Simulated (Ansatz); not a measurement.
# Cd (bcc)

The computed numbers are results of r²SCAN, scalar-relativistic (no spin polarisation) in the plane-wave PAW code Ansatz at 500 eV, Γ-centred 16×16×16 mesh, 0.05 eV Gaussian smearing. The datasets are Ansatz's generated set soft_2.

```cif
data_structure
_symmetry_space_group_name_H-M 'P 1'
_symmetry_Int_Tables_number 1
_cell_length_a 3.0624
_cell_length_b 3.0624
_cell_length_c 3.0624
_cell_angle_alpha 109.471
_cell_angle_beta 109.471
_cell_angle_gamma 109.471
_cell_volume 22.11
loop_
_atom_site_label
_atom_site_type_symbol
_atom_site_fract_x
_atom_site_fract_y
_atom_site_fract_z
_atom_site_occupancy
Cd1 Cd 0.00000 0.00000 0.00000 1
```

At room temperature and ambient pressure Cd is hcp.

Task: Which orbitals carry the states at the Fermi level, and how many states are there?

Result: Within 0.1 eV of it: Cd 5s 97 % (shares among the projected shells, which hold 57 % of the states there). The density of states at the Fermi level is about 0.38 states/eV per cell, averaged over 0.3 eV.

Density of states (tetrahedra, averaged over 0.3 eV; states/eV per cell of 1 atom; energy in eV from the Fermi level; projections on Löwdin-orthogonalised atomic orbitals, summed over sites):

| E | total | Cd 5s | Cd 4d |
| --- | --- | --- | --- |
| -5.80 | 0.19 | 0.17 | 0.01 |
| -5.50 | 0.20 | 0.18 | 0.01 |
| -5.20 | 0.21 | 0.18 | 0.01 |
| -4.90 | 0.22 | 0.19 | 0.01 |
| -4.60 | 0.23 | 0.19 | 0.01 |
| -4.30 | 0.24 | 0.20 | 0.01 |
| -4.00 | 0.25 | 0.20 | 0.01 |
| -3.70 | 0.26 | 0.20 | 0.01 |
| -3.40 | 0.27 | 0.20 | 0.01 |
| -3.10 | 0.28 | 0.19 | 0.01 |
| -2.80 | 0.29 | 0.19 | 0.01 |
| -2.50 | 0.31 | 0.18 | 0.01 |
| -2.20 | 0.33 | 0.17 | 0.01 |
| -1.90 | 0.31 | 0.15 | 0.01 |
| -1.60 | 0.29 | 0.14 | 0.01 |
| -1.30 | 0.26 | 0.12 | 0.01 |
| -1.00 | 0.24 | 0.11 | 0.00 |
| -0.70 | 0.30 | 0.17 | 0.01 |
| -0.40 | 0.34 | 0.20 | 0.01 |
| -0.10 | 0.37 | 0.21 | 0.01 |
| 0.20 | 0.38 | 0.20 | 0.01 |
| 0.50 | 0.38 | 0.18 | 0.01 |
| 0.80 | 0.39 | 0.16 | 0.01 |
| 1.10 | 0.40 | 0.13 | 0.00 |
| 1.40 | 0.39 | 0.11 | 0.00 |
| 1.70 | 0.39 | 0.10 | 0.00 |
| 2.00 | 0.39 | 0.08 | 0.00 |
| 2.30 | 0.41 | 0.07 | 0.00 |
| 2.60 | 0.41 | 0.06 | 0.00 |
| 2.90 | 0.42 | 0.05 | 0.00 |
| 3.20 | 0.44 | 0.04 | 0.00 |
| 3.50 | 0.47 | 0.04 | 0.00 |
| 3.80 | 0.47 | 0.03 | 0.00 |
| 4.10 | 0.47 | 0.02 | 0.00 |
| 4.40 | 0.46 | 0.02 | 0.00 |
| 4.70 | 0.46 | 0.02 | 0.00 |
| 5.00 | 0.45 | 0.01 | 0.00 |
